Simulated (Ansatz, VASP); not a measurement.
One calculation of InP, two programs

Contents of INCAR:

```
  ALGO = Normal
  EDIFF = 1E-8
  ENCUT = 520
  GGA = PS
  ISIF = 2
  ISMEAR = -1
  LASPH = T
  LCHARG = F
  LEFG = T
  LREAL = F
  LWAVE = F
  NBANDS = 16
  NELM = 80
  PREC = Accurate
  SIGMA = 0.05
```

File KPOINTS:

```
k-points
0
Gamma
  12 12 12
```

File POSCAR:

```
InP
1.0
    0.0000000000      2.9305000000      2.9305000000
    2.9305000000      0.0000000000      2.9305000000
    2.9305000000      2.9305000000      0.0000000000
In P
1 1
Direct
    0.0000000000      0.0000000000      0.0000000000
    0.7500000000      0.7500000000      0.7500000000
```

Input for Ansatz:

```yaml
crystal:
  lattice:
    - [0.0, 2.9305, 2.9305]
    - [2.9305, 0.0, 2.9305]
    - [2.9305, 2.9305, 0.0]
  atoms:
    - { symbol: In, position: [0.0, 0.0, 0.0] }
    - { symbol: P, position: [0.75, 0.75, 0.75] }
kpoints:
  mp_grid: { grid: [12, 12, 12] }
  band_path:
    path:
      - [0.0, 0.0, 0.0]
      - [-0.5, -0.5, 0.0]
      - [-0.375, -0.375, 0.25]
      - [-0.375, 0.0, 0.375]
      - [0.0, 0.0, 0.0]
      - [0.0, 0.0, 0.5]
      - [-0.5, -0.25, 0.25]
      - [-0.5, -0.5, 0.0]
    npoints: 5
scf:
  occupations: { method: fermi_dirac, width: 0.05 }
hamiltonian:
  xc: pbesol
  pseudopotentials: { kind: paw }
output:
  forces: true
  stress: true
  eigenvalues: true
  efg: { contact_densities: true }
```

Alike in both runs: task electric field gradients; functional PBEsol; k mesh 12 × 12 × 12; occupations fermi-dirac, width 0.05 eV; no spin polarisation.

|  | VASP | Ansatz |
| --- | --- | --- |
| version | VASP 6.6.1 | Ansatz 0.2.0 |
| potentials or method | VASP PAW PBE potentials, release 64 (In_d, P) | PAW with Ansatz's default frozen-core files, scalar-relativistic |
| plane-wave cutoff (eV) | 520 | 420 |
| valence electrons in the cell | 18 | 18 |

```tsv
	VASP	Ansatz	Ansatz less VASP
pressure (GPa)	0.6	0.6	+0.01
Vzz of the field gradient on the site that differs most (V/Å²)	0.0	0.0	0.00
```

Ansatz warned: «gradients_without_spin_orbit».

Caveats: the PAW data sets were made with another functional, which shifts forces and pressure a little (VASP); spin-orbit coupling is left out, which moves the levels of the heavy elements. Expect the measured gap to be larger: semilocal functionals such as PBEsol lack the derivative discontinuity.
